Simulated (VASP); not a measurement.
Write the native input for VASP 6.6.1 that does the following.

```
Task                   : relaxation of cell and atoms
Functional             : LDA
Potentials or basis    : VASP PAW LDA potentials, release 64 (Al, Cr_pv, C)
Cutoff                 : 600 eV
k mesh                 : 15 × 15 × 3
Occupations            : methfessel-paxton, width 0.1 eV
Spin                   : no spin polarisation
Further INCAR settings : ALGO = Normal; EDIFF = 1e-06; IBRION = 2; EDIFFG = -0.01; NSW = 90; ISIF = 3
```

The structure of AlCr2C lies in POSCAR:

```
AlCr2C
1.0
    2.8251010646      0.0000000000      0.0000000000
   -1.4125505323      2.4466092902      0.0000000000
    0.0000000000      0.0000000000     12.6013736800
Al Cr C
2 4 2
Direct
    0.6666666700      0.3333333300      0.2500000000
    0.3333333300      0.6666666700      0.7500000000
    0.3333333300      0.6666666700      0.4149411600
    0.6666666700      0.3333333300      0.9149411600
    0.6666666700      0.3333333300      0.5850588400
    0.3333333300      0.6666666700      0.0850588400
    0.0000000000      0.0000000000      0.5000000000
    0.0000000000      0.0000000000      0.0000000000
```

The cell comes from a database or a generator and needn't be the stable form of this composition.

The input as run:

INCAR

```
PREC = Accurate
ENCUT = 600
EDIFF = 1E-6
ISMEAR = 1
SIGMA = 0.1
LREAL = F
LASPH = T
NELM = 80
ALGO = Normal
ISIF = 3
LWAVE = F
LCHARG = F
IBRION = 2
NSW = 90
EDIFFG = -0.01
KPAR = 2
```

KPOINTS

```
Automatic mesh
0
Gamma
  15 15 3
```

Potentials or basis: VASP PAW LDA potentials, release 64 (Al, Cr_pv, C).

Run with:

```bash
$ cat potpaw_LDA.64/Al/POTCAR potpaw_LDA.64/Cr_pv/POTCAR potpaw_LDA.64/C/POTCAR > POTCAR
$ mpirun -np 2 vasp_std > vasp.out
```

It gave:

- Relaxed volume: 10.53 Å³/atom
- Relaxed cell: a = 2.793 Å, b = 2.793 Å, c = 12.468 Å, α = 90.00°, β = 90.00°, γ = 120.00°
- Space group after relaxing (to 0.05 Å): P6_3/mmc (No. 194)
- Energy gained by relaxing: 9.7 meV/atom
- Ionic steps: 6
- Pressure after relaxing: 0.0 GPa
- Band gap on the k mesh: none (metal or under the smearing width)

It took 3 min on 2 MPI ranks on Intel(R) Xeon(R) 6975P-C (Granite Rapids), on a shared host, peak memory 0.32 GiB a rank.
